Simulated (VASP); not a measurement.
## Si2Mo: relaxation of cell and atoms with PBE

Crystal: Si2Mo.

```
CELL_PARAMETERS angstrom
4.58547 0.00000 0.00000
-2.29274 3.97113 0.00000
0.00000 0.00000 6.57976
ATOMIC_POSITIONS crystal
Mo 0.50000 0.50000 0.83333
Mo 0.00000 0.50000 0.16667
Mo 0.50000 0.00000 0.50000
Si 0.16387 0.32775 0.50000
Si 0.67225 0.83613 0.16667
Si 0.83613 0.16387 0.83333
Si 0.83613 0.67225 0.50000
Si 0.32775 0.16387 0.16667
Si 0.16387 0.83613 0.83333
```

Measurements of this composition are mostly on another form, of space group No. 139.

```yaml
Program: VASP 6.6.1
Task: relaxation of cell and atoms
Functional: PBE
Potentials_or_basis: VASP PAW PBE potentials, release 64 (Mo_sv, Si)
Cutoff: 600 eV
k_mesh: 5 × 5 × 3
Occupations: fermi-dirac, width 0.05 eV
Spin: no spin polarisation
Further_INCAR_settings: ALGO = Fast; EDIFF = 1e-06; IBRION = 2; EDIFFG = -0.001; NSW = 40; ISIF = 3
```

```
Relaxed volume                         : 13.54 Å³/atom
Relaxed cell                           : a = 4.615 Å, b = 4.615 Å, c = 6.607 Å, α = 90.00°, β = 90.00°, γ = 120.00°
Space group after relaxing (to 0.05 Å) : P6_222 (No. 180)
Energy gained by relaxing              : 2.5 meV/atom
Ionic steps                            : 16
Pressure after relaxing                : 0.0 GPa
Band gap on the k mesh                 : 0.60 eV, indirect (least direct gap 0.87 eV)
```

Step by step:
```csv
step,energy change (eV),largest force (eV/Å),pressure (GPa),volume (Å³)
1,0.0000,0.0118,3.63,119.81
2,0.0314,0.0187,-5.07,125.12
3,-0.0226,0.0136,-0.05,121.84
4,-0.0226,0.0138,0.05,121.80
5,-0.0229,0.0024,0.09,121.81
6,-0.0229,0.0007,0.09,121.81
7,-0.0229,0.0015,0.09,121.81
8,-0.0229,0.0018,0.09,121.81
9,-0.0229,0.0021,0.09,121.81
10,-0.0229,0.0001,-0.12,121.93
11,-0.0229,0.0014,0.02,121.86
12,-0.0229,0.0011,-0.01,121.87
13,-0.0229,0.0012,-0.01,121.87
14,-0.0229,0.0013,-0.01,121.86
15,-0.0229,0.0013,0.00,121.86
16,-0.0229,0.0004,0.00,121.86
```

Final structure:
```
Mo Si
1.0
     4.61506    0.00000    0.00000
    -2.30753    3.99676    0.00000
     0.00000    0.00000    6.60667
Mo Si
3 6
Direct
  0.50000 0.50000 0.83333
  0.00000 0.50000 0.16667
  0.50000 0.00000 0.50000
  0.16399 0.32798 0.50000
  0.67202 0.83601 0.16667
  0.83601 0.16399 0.83333
  0.83601 0.67202 0.50000
  0.32798 0.16399 0.16667
  0.16399 0.83601 0.83333
```

Levels at points of the mesh, in eV from the valence-band top:
| k point | band 30 | band 31 | band 32 | band 33 | band 34 | band 35 | band 36 | band 37 |
| --- | --- | --- | --- | --- | --- | --- | --- | --- |
| (0.00, 0.00, 0.00) | -2.66 | -2.40 | -1.76 | -0.46 | 2.27 | 2.62 | 2.62 | 2.69 |

It took 9.6 min on 1 thread of Intel(R) Xeon(R) Platinum 8259CL CPU @ 2.50GHz (Skylake/Cascade Lake), with other jobs on the host, peak memory 0.32 GiB.

Caveat: an odd mesh through Γ misses points on the zone boundary, where band edges often lie.
